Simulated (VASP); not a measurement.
# ZnSe (Stilleite) (F-43m) in VASP: further runs, part 2 of 2

VASP 6.6.1. The steps go on from the part before.

**4. Relaxation of cell and atoms, PBE+MBD**

The input, INCAR:

```
PREC = Accurate
ENCUT = 600
EDIFF = 1E-6
ISMEAR = -1
SIGMA = 0.05
LREAL = F
LASPH = T
NELM = 60
ALGO = Fast
ISIF = 3
LWAVE = F
LCHARG = F
GGA = PE
IVDW = 202
IBRION = 2
NSW = 60
EDIFFG = -0.01
```

The input, KPOINTS:

```
regular mesh
0
Gamma
  8 8 8
```

The input, POSCAR:

```
ZnSe
1.0
    0.0000000000      2.8338000000      2.8338000000
    2.8338000000      0.0000000000      2.8338000000
    2.8338000000      2.8338000000      0.0000000000
Se Zn
1 1
Direct
    0.7500000000      0.7500000000      0.7500000000
    0.0000000000      0.0000000000      0.0000000000
```

Potentials or basis: VASP PAW PBE potentials, release 64 (Se, Zn).

Command:

```console
> cat potpaw_PBE.64/Se/POTCAR potpaw_PBE.64/Zn/POTCAR > POTCAR
> mpirun -np 1 vasp_std > vasp.out
```

OUTCAR:

```text
PREC = Accurate
   ENCUT = 600
   EDIFF = 1E-6
   ISMEAR = -1
   LREAL = F
   LASPH = T
   NELM = 60
   ISIF = 3
   GGA = PE
   IVDW = 202
   IBRION = 2
   NSW = 60
   EDIFFG = -0.01
  IVDW = 202

 ion  position               nearest neighbor table
   1  0.750  0.750  0.750-   2 2.45   2 2.45   2 2.45   2 2.45
   2  0.000  0.000  0.000-   1 2.45   1 2.45   1 2.45   1 2.45

  LATTYP: Found a face centered cubic cell.
 ALAT       =     5.6676000000

  Lattice vectors:

 A1 = (   0.0000000000,   2.8338000000,   2.8338000000)
 A2 = (   2.8338000000,   0.0000000000,   2.8338000000)
 A3 = (   2.8338000000,   2.8338000000,   0.0000000000)

Analysis of symmetry for initial positions (statically):
=====================================================================
 Subroutine PRICEL returns:
 Original cell was already a primitive cell.

 Routine SETGRP: Setting up the symmetry group for a
 face centered cubic supercell.

 Subroutine GETGRP returns: Found 24 space group operations
 (whereof 24 operations were pure point group operations)
 out of a pool of 48 trial point group operations.

The static configuration has the point symmetry T_d .

Analysis of symmetry for dynamics (positions and initial velocities):
=====================================================================
 Subroutine PRICEL returns:
 Original cell was already a primitive cell.

 Routine SETGRP: Setting up the symmetry group for a
 face centered cubic supercell.

 Subroutine GETGRP returns: Found 24 space group operations
 (whereof 24 operations were pure point group operations)
 out of a pool of 48 trial point group operations.

The dynamic configuration has the point symmetry T_d .

 Subroutine INISYM returns: Found 24 space group operations
 (whereof 24 operations are pure point group operations),
 and found     1 'primitive' translations

----------------------------------------------------------------------------------------

                                     Primitive cell

  volume of cell :      45.5132

  direct lattice vectors                    reciprocal lattice vectors
     0.000000000  2.833800000  2.833800000    -0.176441527  0.176441527  0.176441527
     2.833800000  0.000000000  2.833800000     0.176441527 -0.176441527  0.176441527
     2.833800000  2.833800000  0.000000000     0.176441527  0.176441527 -0.176441527

  length of vectors
     4.007598393  4.007598393  4.007598393     0.305605690  0.305605690  0.305605690

  position of ions in fractional coordinates (direct lattice)
     0.750000000  0.750000000  0.750000000
     0.000000000  0.000000000  0.000000000

  ion indices of the primitive-cell ions
   primitive index   ion index
                 1           1
                 2           2

----------------------------------------------------------------------------------------

 KPOINTS: regular mesh

Automatic generation of k-mesh.
 Grid dimensions read from file:
 generate k-points for:    8    8    8

 Generating k-lattice:

  Cartesian coordinates                     Fractional coordinates (reciprocal lattice)
    -0.022055191  0.022055191  0.022055191     0.125000000  0.000000000  0.000000000
     0.022055191 -0.022055191  0.022055191     0.000000000  0.125000000  0.000000000
     0.022055191  0.022055191 -0.022055191     0.000000000  0.000000000  0.125000000

  Length of vectors
[... 43 lines left out ...]
   NGX,Y,Z   is equivalent  to a cutoff of  13.27, 13.27, 13.27 a.u.
   NGXF,Y,Z  is equivalent  to a cutoff of  26.55, 26.55, 26.55 a.u.
 SYSTEM =  unknown system
   PREC   = accura    normal or accurate (medium, high low for compatibility)
   ISTART =      0    job   : 0-new  1-cont  2-samecut
   ICHARG =      2    charge: 1-file 2-atom 10-const
   ISPIN  =      1    spin polarized calculation?
   LNONCOLLINEAR =      F non collinear calculations
   LSORBIT =      F    spin-orbit coupling
   LASPH  =      T    aspherical Exc in radial PAW
   ENCUT  =  600.0 eV  44.10 Ry    6.64 a.u.   8.00  8.00  8.00*2*pi/ulx,y,z
   NELM   =     60;   NELMIN=  2; NELMDL= -5     # of ELM steps
   EDIFF  = 0.1E-05   stopping-criterion for ELM
   LREAL  =      F    real-space projection
   EDIFFG = -.1E-01   stopping-criterion for IOM
   NSW    =     60    number of steps for IOM
   IBRION =      2    ionic relax: 0-MD 1-quasi-New 2-CG
   NFREE  =      1    steps in history (QN), initial steepest desc. (CG)
   ISIF   =      3    stress and relaxation
   ISYM   =      2    0-nonsym 1-usesym 2-fastsym
   POTIM  = 0.5000    time-step for ionic-motion
   TEBEG  =    0.0;   TEEND  =   0.0 temperature during run
   PSTRESS=    0.0 pullay stress
   NELECT =      18.0000    total number of electrons
   NUPDOWN=      -1.0000    fix difference up-down
   EMIN   =  10.00;   EMAX   =-10.00  energy-range for DOS
   EFERMI =   0.00;   METHOD = LEGACY
   ISMEAR =    -1;   SIGMA  =   0.05  broadening in eV -4-tet -1-fermi 0-gaus
   EFERMI_NEDOS =   21; number of points for ismear=-14 and -15
   IALGO  =     68    algorithm
   IMIX   =      4    mixing-type and parameters
     AMIX     =   0.40;   BMIX     =  1.00
     AMIX_MAG =   1.60;   BMIX_MAG =  1.00
  volume/ion in A,a.u.               =      22.76       153.57
  Fermi-wavevector in a.u.,A,eV,Ry     =   1.201673  2.270834 19.647073  1.444019
  Thomas-Fermi vector in A             =   2.337476
   LORBIT       =      0    0 simple, 1 ext, 2 COOP (PROOUT), +10 PAW based schemes
   GGA     = PE    functional components
   LHFCALC =     F    Hartree Fock is set to
   AEXX    =    0.0000 exact exchange contribution
   IVDW    =   202    specifies the selected vdW correction
   LEPSILON=     F    determine dielectric tensor
   LRPA    =     F    only Hartree local field effects (RPA)
 conjugate gradient relaxation of ions
 non-spin polarized calculation
 RMM-DIIS sequential band-by-band and
  energy-cutoff  :      600.00
  volume of cell :       45.51
 maximum number of plane-waves:      1540
   NGX = 17   NGY = 17   NGZ = 17

--------------------------------------- Ionic step        1  -------------------------------------------

 number of electron      17.9999991 magnetization

 Free energy of the ion-electron system (eV)
  ---------------------------------------------------
  ext. energy  EPLUGINS =         0.00000000
  ---------------------------------------------------
  free energy    TOTEN  =        -6.01988484 eV

  energy without entropy =       -6.01988481  energy(sigma->0) =       -6.01988482

------------------------ aborting loop because EDIFF is reached ----------------------------------------

  Tkatchenko/Scheffler method for vdW energy calculation

  Edisp (eV):   -0.44198
[... 111 lines left out ...]
--------------------------------------- Ionic step        4  -------------------------------------------

 number of electron      17.9999998 magnetization

 Free energy of the ion-electron system (eV)
  ---------------------------------------------------
  ext. energy  EPLUGINS =         0.00000000
  ---------------------------------------------------
  free energy    TOTEN  =        -6.02585232 eV

  energy without entropy =       -6.02585228  energy(sigma->0) =       -6.02585230

 E-fermi :   2.1817     XC(G=0):  -9.2731

 val. band max:        1.5230514144   @ k =   0.0000   0.0000   0.0000
 cond. band min:       2.7705646352   @ k =   0.0000   0.0000   0.0000
 fundamental gap:      1.2475132208
 Fermi energy:         2.1817368530

 k-point     1 :       0.0000    0.0000    0.0000
  band No.  band energies     occupation
      1     -11.6686      2.00000
      2      -4.9849      2.00000
      3      -4.9849      2.00000
      4      -4.9849      2.00000
      5      -4.6247      2.00000
      6      -4.6247      2.00000
      7       1.5231      2.00000
      8       1.5231      2.00000
      9       1.5231      2.00000
     10       2.7706      0.00002
     11       7.3266      0.00000
     12       7.3266      0.00000
     13       7.3266      0.00000
[... 354 lines left out ...]
  band No.  band energies     occupation
      1     -10.7689      2.00000
      2      -4.8830      2.00000
      3      -4.8475      2.00000
      4      -4.6550      2.00000
      5      -4.6177      2.00000
      6      -4.4205      2.00000
      7      -3.3107      2.00000
      8      -0.8498      2.00000
      9       0.0851      2.00000
     10       5.7199      0.00000
     11       7.0796      0.00000
     12       8.9048      0.00000
     13      10.1592      0.00000

 [... further k-points ...]

------------------------ aborting loop because EDIFF is reached ----------------------------------------

  Hirshfeld charges:
            ion         q(e)
   ------------------------------
      1     Se      -0.19253125
      2     Zn       0.19253125

  Tkatchenko/Scheffler method for vdW energy calculation

  Edisp (eV):   -0.43737

  FORCE on cell =-STRESS in cart. coord.  units (eV):
  Direction    XX          YY          ZZ          XY          YZ          ZX
  --------------------------------------------------------------------------------------
  -------------------------------------------------------------------------------------
  Total      -0.01216    -0.01216    -0.01216    -0.00000     0.00000    -0.00000
  in kB      -0.42342    -0.42342    -0.42342    -0.00000     0.00000    -0.00000
  external pressure =       -0.42 kB  Pullay stress =        0.00 kB
[... 17 lines left out ...]
  FREE ENERGIE OF THE ION-ELECTRON SYSTEM (eV)
  ---------------------------------------------------
  free  energy   TOTEN  =        -6.4632225206 eV

  energy  without entropy=       -6.4632224790  energy(sigma->0) =       -6.46322250

 reached required accuracy - stopping structural energy minimisation
```

Run time: 57 s. Hardware: 1 thread of Intel Xeon Platinum 8488C (Sapphire Rapids), shared host; peak memory 0.19 GiB.

What came out:

* Free energy: -6.4632 eV
* Relaxed volume: 23.00 Å³/atom
* Relaxed cell: a = 4.022 Å, b = 4.022 Å, c = 4.022 Å, α = 60.00°, β = 60.00°, γ = 60.00°
* Space group after relaxing (to 0.05 Å): F-43m (No. 216)
* Energy gained by relaxing: 0.7 meV/atom
* Ionic steps: 4
* Pressure after relaxing: 0.0 GPa
* Band gap on the k mesh: 1.25 eV, direct
* Hirshfeld charges: Se -0.19; Zn +0.19 e
* Dispersion energy per atom: -0.219 eV

Step by step:
```csv
step,energy change (eV),largest force (eV/Å),pressure (GPa),volume (Å³)
1,0.0000,0.0000,0.87,45.51
2,-0.0010,0.0000,-0.36,46.33
3,-0.0014,0.0000,-0.08,46.05
4,-0.0014,0.0000,-0.04,46.00
```

Final structure:
```yaml
crystal:
  lattice:
    - [0.00000, 2.84383, 2.84383]
    - [2.84383, 0.00000, 2.84383]
    - [2.84383, 2.84383, 0.00000]
  atoms:
    - { symbol: Se, position: [0.75000, 0.75000, 0.75000] }
    - { symbol: Zn, position: [0.00000, 0.00000, 0.00000] }
```

Levels at points of the mesh, in eV from the valence-band top:
```csv
k point,band 6,band 7,band 8,band 9,band 10,band 11,band 12,band 13
"(0.00, 0.00, 0.00)",-6.15,0.00,0.00,0.00,1.25,5.80,5.80,5.80
"(0.50, 0.00, 0.00)",-5.99,-5.16,-0.85,-0.85,2.52,6.38,6.38,8.55
"(0.50, 0.50, 0.00)",-5.97,-4.71,-2.15,-2.15,3.01,3.46,10.66,11.17
```

Expect the measured gap to be larger: semilocal functionals such as PBE lack the derivative discontinuity. Zero-point motion and thermal expansion aren't in these numbers.

**5. Relaxation of cell and atoms, PBEsol+D3**

The input, INCAR:

```
PREC = Accurate
ENCUT = 600
EDIFF = 1E-6
ISMEAR = -1
SIGMA = 0.05
LREAL = False
LASPH = True
NELM = 80
ALGO = Fast
ISIF = 3
LWAVE = False
LCHARG = False
GGA = PS
IVDW = 11
IBRION = 2
NSW = 60
EDIFFG = -0.01
```

The input, KPOINTS:

```
Automatic mesh
0
Gamma
  8 8 8
```

POSCAR is that of step 4.

Potentials or basis: VASP PAW PBE potentials, release 64 (Se, Zn).

Command:

```console
> cat potpaw_PBE.64/Se/POTCAR potpaw_PBE.64/Zn/POTCAR > POTCAR
> mpirun -np 1 vasp_std > vasp.out
```

OUTCAR:

```text
PREC = Accurate
   ENCUT = 600
   EDIFF = 1E-6
   ISMEAR = -1
   LREAL = False
   LASPH = True
   NELM = 80
   ISIF = 3
   GGA = PS
   IVDW = 11
   IBRION = 2
   NSW = 60
   EDIFFG = -0.01
 IVDW          = 11

 ion  position               nearest neighbor table
   1  0.750  0.750  0.750-   2 2.45   2 2.45   2 2.45   2 2.45
   2  0.000  0.000  0.000-   1 2.45   1 2.45   1 2.45   1 2.45

  LATTYP: Found a face centered cubic cell.
 ALAT       =     5.6676000000

  Lattice vectors:

 A1 = (   0.0000000000,   2.8338000000,   2.8338000000)
 A2 = (   2.8338000000,   0.0000000000,   2.8338000000)
 A3 = (   2.8338000000,   2.8338000000,   0.0000000000)

Analysis of symmetry for initial positions (statically):
=====================================================================
 Subroutine PRICEL returns:
 Original cell was already a primitive cell.

[... 298 lines left out ...]
  free energy    TOTEN  =        -6.76385021 eV

  energy without entropy =       -6.76385020  energy(sigma->0) =       -6.76385021

 E-fermi :   2.6059     XC(G=0):  -9.7374

 val. band max:        1.8946547133   @ k =   0.0000   0.0000   0.0000
 cond. band min:       3.2511355672   @ k =   0.0000   0.0000   0.0000
 fundamental gap:      1.3564808539
 Fermi energy:         2.6058571500

 k-point     1 :       0.0000    0.0000    0.0000
  band No.  band energies     occupation
      1     -11.7003      2.00000
      2      -4.8435      2.00000
      3      -4.8435      2.00000
      4      -4.8435      2.00000
      5      -4.4286      2.00000
      6      -4.4286      2.00000
      7       1.8947      2.00000
      8       1.8947      2.00000
      9       1.8947      2.00000
     10       3.2511      0.00000
     11       7.6071      0.00000
     12       7.6071      0.00000
     13       7.6071      0.00000
[... 354 lines left out ...]
  band No.  band energies     occupation
      1     -10.6733      2.00000
      2      -4.7349      2.00000
      3      -4.6885      2.00000
      4      -4.4710      2.00000
      5      -4.4219      2.00000
      6      -4.1973      2.00000
      7      -3.3132      2.00000
      8      -0.7129      2.00000
      9       0.2917      2.00000
     10       6.1841      0.00000
     11       7.2791      0.00000
     12       9.3506      0.00000
     13      10.6032      0.00000

 [... further k-points ...]

------------------------ aborting loop because EDIFF is reached ----------------------------------------

 Edisp (eV)   -0.46562

 E8    (eV) :    -0.2965
[... 25 lines left out ...]
  FREE ENERGIE OF THE ION-ELECTRON SYSTEM (eV)
  ---------------------------------------------------
  free  energy   TOTEN  =        -7.2294688230 eV

  energy  without entropy=       -7.2294688086  energy(sigma->0) =       -7.22946882

 reached required accuracy - stopping structural energy minimisation
```

OSZICAR:

```text
N       E                     dE             d eps       ncg     rms          rms(c)
DAV:   1     0.907198228580E+02    0.90720E+02   -0.98555E+03   754   0.176E+03
DAV:   2    -0.720488149031E+00   -0.91440E+02   -0.87282E+02   784   0.289E+02
DAV:   3    -0.700410944767E+01   -0.62836E+01   -0.62436E+01   919   0.736E+01
[... 34 lines left out ...]
DAV:   1    -0.676403588433E+01    0.39788E-03   -0.23584E-03   944   0.108E+00    0.966E-02
RMM:   2    -0.676387369371E+01    0.16219E-03   -0.58126E-04   754   0.363E-01    0.365E-02
RMM:   3    -0.676385550653E+01    0.18187E-04   -0.27041E-05   754   0.496E-02    0.169E-02
RMM:   4    -0.676385065305E+01    0.48535E-05   -0.97151E-06   749   0.284E-02    0.792E-03
RMM:   5    -0.676385021312E+01    0.43993E-06   -0.28901E-06   483   0.270E-02
   4 F= -.72294688E+01 E0= -.72294688E+01  d E =-.185828E-01
```

Wall time 45 s (1 thread of Intel Xeon Platinum 8488C (Sapphire Rapids), shared host); peak memory 0.2 GiB.

What came out:

| Quantity | Value |
| --- | --- |
| Free energy | -7.2295 eV |
| Relaxed volume | 21.73 Å³/atom |
| Relaxed cell | a = 3.946 Å, b = 3.946 Å, c = 3.946 Å, α = 60.00°, β = 60.00°, γ = 60.00° |
| Space group after relaxing (to 0.05 Å) | F-43m (No. 216) |
| Energy gained by relaxing | 9.3 meV/atom |
| Ionic steps | 4 |
| Pressure after relaxing | 0.0 GPa |
| Band gap on the k mesh | 1.36 eV, direct |
| Dispersion energy per atom | -0.233 eV |

The path:
| step | energy change (eV) | largest force (eV/Å) | pressure (GPa) | volume (Å³) |
| --- | --- | --- | --- | --- |
| 1 | 0.0000 | 0.0000 | -2.77 | 45.51 |
| 2 | -0.0170 | 0.0000 | 0.95 | 42.97 |
| 3 | -0.0186 | 0.0000 | -0.08 | 43.51 |
| 4 | -0.0186 | 0.0000 | -0.03 | 43.46 |

Final structure:
```
Se Zn
1.0
     0.00000    2.79057    2.79057
     2.79057    0.00000    2.79057
     2.79057    2.79057    0.00000
Se Zn
1 1
Direct
  0.75000 0.75000 0.75000
  0.00000 0.00000 0.00000
```

Caveat: the PAW data sets were made with another functional, which shifts forces and pressure a little.

**6. For comparison**

An earlier run on the cell as given: functional PBE; potentials or basis VASP PAW PBE potentials, release 64 (Se, Zn); cutoff 520 eV; k mesh 8 × 8 × 8; occupations fermi-dirac, width 0.05 eV; no spin polarisation.

* Pressure: 2.3 GPa
* Band gap on the k mesh: 1.29 eV, direct

**7. Summary**

| task | level | cell | cutoff (eV) | gap on the mesh (eV) | pressure (GPa) | relaxed volume (Å³/atom) |
| --- | --- | --- | --- | --- | --- | --- |
| relaxation of cell and atoms | PBE+rVV10 | relaxed | 600 | 1.15 | 0.0 | 23.25 |
| relaxation of cell and atoms | PBE+TS | relaxed | 600 | 1.22 | 0.0 | 23.18 |
| relaxation of cell and atoms | PBE+MBD | relaxed | 600 | 1.25 | 0.0 | 23.00 |
| relaxation of cell and atoms | PBEsol+D3 | relaxed | 600 | 1.36 | 0.0 | 21.73 |
| single point | PBE | as given | 520 | 1.29 | 2.3 | - |

Alike in all rows: potentials or basis VASP PAW PBE potentials, release 64 (Se, Zn); no spin polarisation; k mesh 8 × 8 × 8; smearing fermi-dirac 0.05 eV.

Caveats: the PAW data sets were made with another functional, which shifts forces and pressure a little (some runs).

Total energies depend on the potentials used, so only differences within one code and one set of settings carry meaning.
